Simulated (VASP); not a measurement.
# Be in VASP: further runs

The runs below take Be through single point, with PBE.

Everything below comes from runs of VASP 6.6.1. Logs are shortened: lines on timing, memory, paths and dates and some standing lists are left out, and cuts for length are marked.

## (1) The sheet as given

The cell holds a sheet with vacuum, 1 atom: a = 2.131 Å, b = 2.131 Å, c = 23.800 Å, α = 90.00°, β = 90.00°, γ = 120.00°.

The cell was built by a generator and needn't be a form met in nature.

## (2) Single point, PBE

Input file INCAR:

```
PREC = Accurate
ENCUT = 520
EDIFF = 1E-6
ISMEAR = 0
SIGMA = 0.1
LREAL = F
LASPH = T
NELM = 100
ALGO = Fast
ISIF = 2
LWAVE = F
LCHARG = F
LDIPOL = T
IDIPOL = 3
DIPOL = 0.5 0.5 0.294
GGA = PE
NBANDS = 7
```

Input file KPOINTS:

```
regular mesh
0
Gamma
  30 30 1
```

Input file POSCAR:

```
Be
1.0
    2.1313194975      0.0000000000      0.0000000000
   -1.0656597488      1.8457768284      0.0000000000
    0.0000000000      0.0000000000     23.8000000000
Be
1
Direct
    0.0000000000      0.0000000000      0.2941176471
```

Potentials or basis: VASP PAW PBE potentials, release 64 (Be).

On the command line:

```console
cat potpaw_PBE.64/Be/POTCAR > POTCAR
mpirun -np 1 vasp_std > vasp.out
```

OUTCAR:

```text
PREC = Accurate
   ENCUT = 520
   EDIFF = 1E-6
   ISMEAR = 0
   LREAL = F
   LASPH = T
   NELM = 100
   ISIF = 2
   GGA = PE

 ion  position               nearest neighbor table
   1  0.000  0.000  0.294-

  LATTYP: Found a hexagonal cell.
 ALAT       =     2.1313194975
 C/A-ratio  =    11.1667912896

  Lattice vectors:

 A1 = (   2.1313194975,   0.0000000000,   0.0000000000)
 A2 = (  -1.0656597488,   1.8457768284,   0.0000000000)
 A3 = (   0.0000000000,   0.0000000000,  23.8000000000)

Analysis of symmetry for initial positions (statically):
=====================================================================
 Subroutine PRICEL returns:
 Original cell was already a primitive cell.

 Routine SETGRP: Setting up the symmetry group for a
 hexagonal supercell.

 Subroutine GETGRP returns: Found 24 space group operations
 (whereof 12 operations were pure point group operations)
 out of a pool of 24 trial point group operations.

The static configuration has the point symmetry C_6v.
 The point group associated with its full space group is D_6h.

Analysis of symmetry for dynamics (positions and initial velocities):
=====================================================================
 Subroutine PRICEL returns:
 Original cell was already a primitive cell.

 Routine SETGRP: Setting up the symmetry group for a
 hexagonal supercell.

 Subroutine GETGRP returns: Found 24 space group operations
 (whereof 12 operations were pure point group operations)
 out of a pool of 24 trial point group operations.

The dynamic configuration has the point symmetry C_6v.
 The point group associated with its full space group is D_6h.

 Subroutine INISYM returns: Found 24 space group operations
 (whereof 12 operations are pure point group operations),
 and found     1 'primitive' translations

----------------------------------------------------------------------------------------

                                     Primitive cell

  volume of cell :      93.6278

  direct lattice vectors                    reciprocal lattice vectors
     2.131319497  0.000000000  0.000000000     0.469192911  0.270888654  0.000000000
    -1.065659749  1.845776828  0.000000000     0.000000000  0.541777307  0.000000000
     0.000000000  0.000000000 23.800000000     0.000000000  0.000000000  0.042016807

  length of vectors
     2.131319497  2.131319498 23.800000000     0.541777307  0.541777307  0.042016807

  position of ions in fractional coordinates (direct lattice)
     0.000000000  0.000000000  0.294117647

  ion indices of the primitive-cell ions
   primitive index   ion index
                 1           1

----------------------------------------------------------------------------------------

 KPOINTS: regular mesh

Automatic generation of k-mesh.
 Grid dimensions read from file:
 generate k-points for:   30   30    1

 Generating k-lattice:

  Cartesian coordinates                     Fractional coordinates (reciprocal lattice)
     0.015639764  0.009029622  0.000000000     0.033333333  0.000000000  0.000000000
     0.000000000  0.018059244  0.000000000     0.000000000  0.033333333  0.000000000
     0.000000000  0.000000000  0.042016807     0.000000000  0.000000000  1.000000000

  Length of vectors
     0.018059244  0.018059244  0.042016807

  Shift w.r.t. Gamma in fractional coordinates (k-lattice)
     0.000000000  0.000000000  0.000000000

 Subroutine IBZKPT returns following result:
 ===========================================

 Found     91 irreducible k-points:

 Following reciprocal coordinates:
            Coordinates               Weight
  0.000000  0.000000  0.000000      1.000000
  0.033333  0.000000  0.000000      6.000000
  0.066667  0.000000  0.000000      6.000000
  0.100000  0.000000  0.000000      6.000000
  0.133333  0.000000  0.000000      6.000000
  0.166667 -0.000000  0.000000      6.000000
[... 16 lines left out ...]
  0.233333  0.033333  0.000000     12.000000
  0.266667  0.033333  0.000000     12.000000
 [... further k-points ...]
   k-points           NKPTS =     91   k-points in BZ     NKDIM =     91   number of bands    NBANDS=      7
   number of dos      NEDOS =    301   number of ions     NIONS =      1
   total plane-waves  NPLWV =  46080
   dimension x,y,z NGX =    16 NGY =   16 NGZ =  180
   dimension x,y,z NGXF=    32 NGYF=   32 NGZF=  360
   ions per type =               1
   NGX,Y,Z   is equivalent  to a cutoff of  12.48, 12.48, 12.57 a.u.
   NGXF,Y,Z  is equivalent  to a cutoff of  24.96, 24.96, 25.15 a.u.
 SYSTEM =  unknown system
   PREC   = accura    normal or accurate (medium, high low for compatibility)
   ISTART =      0    job   : 0-new  1-cont  2-samecut
   ICHARG =      2    charge: 1-file 2-atom 10-const
   ISPIN  =      1    spin polarized calculation?
   LNONCOLLINEAR =      F non collinear calculations
   LSORBIT =      F    spin-orbit coupling
   LASPH  =      T    aspherical Exc in radial PAW
   ENCUT  =  520.0 eV  38.22 Ry    6.18 a.u.   3.96  3.96 44.25*2*pi/ulx,y,z
   NELM   =    100;   NELMIN=  2; NELMDL= -5     # of ELM steps
   EDIFF  = 0.1E-05   stopping-criterion for ELM
   LREAL  =      F    real-space projection
   EDIFFG = 0.1E-04   stopping-criterion for IOM
   NSW    =      0    number of steps for IOM
   IBRION =     -1    ionic relax: 0-MD 1-quasi-New 2-CG
   NFREE  =      0    steps in history (QN), initial steepest desc. (CG)
   ISIF   =      2    stress and relaxation
   ISYM   =      2    0-nonsym 1-usesym 2-fastsym
   POTIM  = 0.5000    time-step for ionic-motion
   TEBEG  =    0.0;   TEEND  =   0.0 temperature during run
   PSTRESS=    0.0 pullay stress
   NELECT =       2.0000    total number of electrons
   NUPDOWN=      -1.0000    fix difference up-down
   EMIN   =  10.00;   EMAX   =-10.00  energy-range for DOS
   EFERMI =   0.00;   METHOD = LEGACY
   ISMEAR =     0;   SIGMA  =   0.10  broadening in eV -4-tet -1-fermi 0-gaus
   EFERMI_NEDOS =   21; number of points for ismear=-14 and -15
   IALGO  =     68    algorithm
   IMIX   =      4    mixing-type and parameters
     AMIX     =   0.40;   BMIX     =  1.00
     AMIX_MAG =   1.60;   BMIX_MAG =  1.00
  volume/ion in A,a.u.               =      93.63       631.83
  Fermi-wavevector in a.u.,A,eV,Ry     =   0.454238  0.858385  2.807317  0.206332
  Thomas-Fermi vector in A             =   1.437128
   LORBIT       =      0    0 simple, 1 ext, 2 COOP (PROOUT), +10 PAW based schemes
   GGA     = PE    functional components
   LHFCALC =     F    Hartree Fock is set to
   AEXX    =    0.0000 exact exchange contribution
   IVDW    =     0    specifies the selected vdW correction
   LEPSILON=     F    determine dielectric tensor
   LRPA    =     F    only Hartree local field effects (RPA)
 non-spin polarized calculation
 RMM-DIIS sequential band-by-band and
 Gauss-broadening in eV      SIGMA  =   0.10
  energy-cutoff  :      520.00
  volume of cell :       93.63
 maximum number of plane-waves:      2558
 NGX is ok and might be reduce to    16
   NGX =  7   NGY =  7   NGZ = 89

 dipolmoment           0.000000      0.000000     -0.000000 electrons x Angstroem

 number of electron       2.0000000 magnetization

 dipolmoment           0.000000      0.000000      0.000003 electrons x Angstroem

 Free energy of the ion-electron system (eV)
  ---------------------------------------------------
  ext. energy  EPLUGINS =         0.00000000
  ---------------------------------------------------
  free energy    TOTEN  =        -2.97598296 eV

  energy without entropy =       -2.97404050  energy(sigma->0) =       -2.97501173

 E-fermi :  -3.8372     XC(G=0):  -1.7070

 val. band max:       -3.8396910348   @ k =   0.4000   0.1667   0.0000
 cond. band min:      -3.8019723393   @ k =   0.1333   0.0667   0.0000
 fundamental gap:      0.0377186955
 Fermi energy:        -3.8371653170

 k-point     1 :       0.0000    0.0000    0.0000
  band No.  band energies     occupation
      1     -10.2456      2.00000
      2      -5.1438      2.00000
      3       0.1639      0.00000
      4       0.7976      0.00000
      5       1.0560      0.00000
      6       1.7500      0.00000
      7       2.0526      0.00000

 k-point     2 :       0.0333    0.0000    0.0000
  band No.  band energies     occupation
      1     -10.2117      2.00000
      2      -5.0958      2.00000
      3       0.2108      0.00000
      4       0.8465      0.00000
      5       1.1048      0.00000
      6       1.7989      0.00000
      7       2.1005      0.00000

 k-point     3 :       0.0667    0.0000    0.0000
  band No.  band energies     occupation
      1     -10.1102      2.00000
      2      -4.9518      2.00000
      3       0.3512      0.00000
      4       0.9933      0.00000
      5       1.2512      0.00000
      6       1.9458      0.00000
      7       2.2441      0.00000

 k-point     4 :       0.1000    0.0000    0.0000
  band No.  band energies     occupation
      1      -9.9413      2.00000
      2      -4.7119      2.00000
      3       0.5849      0.00000
      4       1.2379      0.00000
      5       1.4952      0.00000
      6       2.1905      0.00000
      7       2.4833      0.00000

 k-point     5 :       0.1333    0.0000    0.0000
  band No.  band energies     occupation
      1      -9.7056      2.00000
      2      -4.3764      2.00000
      3       0.9115      0.00000
      4       1.5803      0.00000
      5       1.8367      0.00000
      6       2.5331      0.00000
      7       2.8178      0.00000
[... 161 lines left out ...]
 k-point    22 :       0.2000    0.0333    0.0000
  band No.  band energies     occupation
      1      -8.8062      2.00000
      2      -3.0858      0.00000
      3       2.1594      0.00000
      4       2.9002      0.00000
      5       3.1532      0.00000
      6       3.8540      0.00000
      7       4.1012      0.00000

 k-point    23 :       0.2333    0.0333    0.0000
  band No.  band energies     occupation
      1      -8.3480      2.00000
      2      -2.4195      0.00000
      3       2.7920      0.00000
      4       3.5839      0.00000
      5       3.8343      0.00000
      6       4.5384      0.00000
      7       4.7558      0.00000

 k-point    24 :       0.2667    0.0333    0.0000
  band No.  band energies     occupation
      1      -7.8337      2.00000
      2      -1.6612      0.00000
      3       3.4850      0.00000
      4       4.3647      0.00000
      5       4.6091      0.00000
      6       5.3199      0.00000
      7       5.4740      0.00000

 [... further k-points ...]

------------------------ aborting loop because EDIFF is reached ----------------------------------------

 vacuum level on the upper side and lower side of the slab       (xc-potential included)        -0.013        -0.013

  FORCE on cell =-STRESS in cart. coord.  units (eV):
  Direction    XX          YY          ZZ          XY          YZ          ZX
  --------------------------------------------------------------------------------------
  -------------------------------------------------------------------------------------
  Total        0.0111809      0.0111809     -0.0001695     -0.0000000     -0.0000000      0.0000000
  in kB        0.1913305      0.1913305     -0.0029008     -0.0000000     -0.0000000      0.0000000
  external PRESSURE =       0.1265868 kB  Pullay stress =       0.0000000 kB

 VOLUME and BASIS-vectors are now :
 -----------------------------------------------------------------------------
  energy-cutoff  :      520.00
  volume of cell :       93.63
      direct lattice vectors                 reciprocal lattice vectors
     2.131319497  0.000000000  0.000000000     0.469192911  0.270888654  0.000000000
    -1.065659749  1.845776828  0.000000000     0.000000000  0.541777307  0.000000000
     0.000000000  0.000000000 23.800000000     0.000000000  0.000000000  0.042016807

 POSITION                                       TOTAL-FORCE (eV/Angst)
 -----------------------------------------------------------------------------------
      0.00000      0.00000      7.00000        -0.000000      0.000000     -0.000000
 -----------------------------------------------------------------------------------
    total drift:                               -0.000000     -0.000000      0.000010

  FREE ENERGIE OF THE ION-ELECTRON SYSTEM (eV)
  ---------------------------------------------------
  free  energy   TOTEN  =        -2.9759829614 eV

  energy  without entropy=       -2.9740404978  energy(sigma->0) =       -2.97501173

 vacuum level on the upper side and lower side of the slab         0.953         0.953
```

It took 68 s on 1 thread of Intel Xeon Platinum 8488C (Sapphire Rapids), shared host; peak memory 0.22 GiB.

What came out:

```yaml
Free_energy: -2.9760 eV
Band_gap_on_the_k_mesh: none (metal or under the smearing width)
```

Levels at points of the mesh, in eV from the Fermi level:
```csv
k point,band 1,band 2,band 3,band 4,band 5,band 6
"(0.00, 0.00, 0.00)",-6.41,-1.31,4.00,4.63,4.89,5.59
"(0.50, 0.00, 0.00)",-0.85,5.50,8.05,11.09,14.62,15.10
```

## (3) Single point, PBE

This run uses another cell than the first one, of 92.96 Å³/atom, 0.993 times its volume.

Input file INCAR:

```
PREC = Accurate ; ENCUT = 520
EDIFF = 1E-6 ; ISMEAR = 0
SIGMA = 0.1 ; LREAL = F
LASPH = T ; NELM = 100
ALGO = Normal ; ISIF = 2
LWAVE = F ; LCHARG = T
LDIPOL = T ; IDIPOL = 3
DIPOL = 0.5 0.5 0.294 ; GGA = PE
LELF = T ; LVHAR = T
LVACPOTAV = T ; NBANDS = 7
```

KPOINTS is that of step 2.

Input file POSCAR:

```
Be
1.0
    2.1236787991      0.0000000000      0.0000000000
   -1.0618393996      1.8391597895      0.0000000000
    0.0000000000      0.0000000000     23.8000000000
Be
1
Direct
    0.0000000000      0.0000000000      0.2941176471
```

Potentials or basis: VASP PAW PBE potentials, release 64 (Be).

On the command line:

```console
cat potpaw_PBE.64/Be/POTCAR > POTCAR
mpirun -np 1 vasp_std > vasp.out
```

Wall time 52 s (1 thread of Intel Xeon Platinum 8488C (Sapphire Rapids), shared host); peak memory 0.22 GiB.

Results (log left out):

```yaml
Free_energy: -2.9756 eV
Band_gap_on_the_k_mesh: none (metal or under the smearing width)
Work_function_of_the_upper_face: 4.81 eV
Work_function_of_the_lower_face: 4.81 eV
```

Levels at points of the mesh, in eV from the Fermi level:
```
           k point  band 1  band 2  band 3  band 4  band 5  band 6
(0.00, 0.00, 0.00)   -6.42   -1.32    4.01    4.65    4.92    5.62
(0.50, 0.00, 0.00)   -0.84    5.58    8.12   11.16   14.71   15.19
```

(Continued in part 2 of 2.)
